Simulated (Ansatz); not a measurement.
**ZnS (F-43m), random displacements**

Level of theory: DFT LDA, scalar-relativistic, plane waves, PAW (Ansatz). Settings: plane waves to 420 eV, k-mesh 6×6×6 (Γ-centred), Gaussian smearing 0.05 eV. No spin polarisation. Energies are free energies at this smearing, counted from the undisturbed cell; pressure is positive in compression.

The starting cell (as given, not relaxed at this level):

```
Zn S
1.0
     5.40930    0.00000    0.00000
     0.00000   -5.40930    0.00000
     0.00000    0.00000   -5.40930
Zn S
4 4
Direct
  0.00000 0.50000 0.50000
  0.50000 0.00000 0.50000
  0.50000 0.50000 0.00000
  0.00000 0.00000 0.00000
  0.75000 0.75000 0.75000
  0.25000 0.25000 0.75000
  0.25000 0.75000 0.25000
  0.75000 0.25000 0.25000
```

The atoms are displaced (Å, in the unstrained cell):

```
atom ux uy uz
 Zn1  -0.208   0.377  -0.109
 Zn2  -0.004   0.059   0.000
 Zn3  -0.049  -0.362  -0.225
 Zn4   0.190   0.156   0.019
  S5  -0.242  -0.076  -0.204
  S6   0.027   0.164  -0.004
  S7   0.003  -0.007   0.592
  S8   0.283  -0.310  -0.069
```

Strain (Voigt, engineering shear): (-0.0116, -0.0022, -0.0153, -0.0029, -0.0233, -0.0041).

Question: What are the energy change, the stress and the forces?

Answer: ΔE = 1109.1 meV/atom; stress (xx, yy, zz, yz, xz, xy; compression positive) (27.90, 17.12, 19.16, 2.91, -0.75, 12.99) GPa; gap on the mesh 1.35 eV.
```tsv
atom	Fx (eV/Å)	Fy	Fz
Zn1	5.85	-4.74	-9.57
Zn2	0.11	-0.17	0.77
Zn3	10.92	11.11	3.41
Zn4	-5.90	-5.19	3.26
S5	3.40	-0.66	3.04
S6	-0.11	-1.83	0.65
S7	-7.20	-3.99	-11.16
S8	-7.08	5.47	9.59
```

Cost: 1 run of about 0.7 core-minutes, on Intel Xeon 6975P-C (Granite Rapids) (shared hosts).